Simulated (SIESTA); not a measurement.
# Hf in SIESTA: the effect of functional

Hf:

```
Hf
1.0
     2.91381    0.00000    0.00000
     0.00000    2.91381    0.00000
     0.00000    0.00000    2.91381
Hf
1
Direct
  0.50000 0.50000 0.50000
```

The cell was built by a generator and needn't be a form met in nature.

Alike in all runs:

| Quantity | Value |
| --- | --- |
| Program | SIESTA 5.4.2 |
| Task | relaxation of cell and atoms |
| Basis | DZP (energy shift 0.003 Ry; two zetas on semicore shells) |
| Grid cutoff | 800 Ry |
| Energy shift | 0.003 Ry |
| k mesh | 9 × 9 × 9 |
| Occupations | fermi-dirac, width 0.05 eV |
| Spin | no spin polarisation |

Each run relaxes the cell or the atoms first.

One run gave: relaxed volume 24.74 Å³/atom. Which functional did it use?
A. PW91
B. revPBE
C. PBEsol
D. BLYP
E. AM05

A.

```tsv
functional	potentials or basis	relaxed volume (Å³/atom)
LDA	PseudoDojo 0.4 standard (LDA files)	22.48
PBEsol	PseudoDojo 0.4 standard (PBEsol files)	23.68
AM05	PseudoDojo 0.4 standard (PBEsol files)	23.71
WC	PseudoDojo 0.4 standard (PBEsol files)	23.68
PW91	PseudoDojo 0.4 standard (PBE files)	24.74
revPBE	PseudoDojo 0.4 standard (PBE files)	25.40
RPBE	PseudoDojo 0.4 standard (PBE files)	25.62
BLYP	PseudoDojo 0.4 standard (PBE files)	25.58
```

Caveats: short orbitals over semicore shells can move pressures by several GPa; the basis of atomic orbitals isn't converged, which shifts pressures, moduli and gaps; the potentials were made for another functional, which shifts forces and pressure (some runs); the relaxation stopped at its first step, so nothing moved (some runs).

Runs at the PBE level aren't shown here.
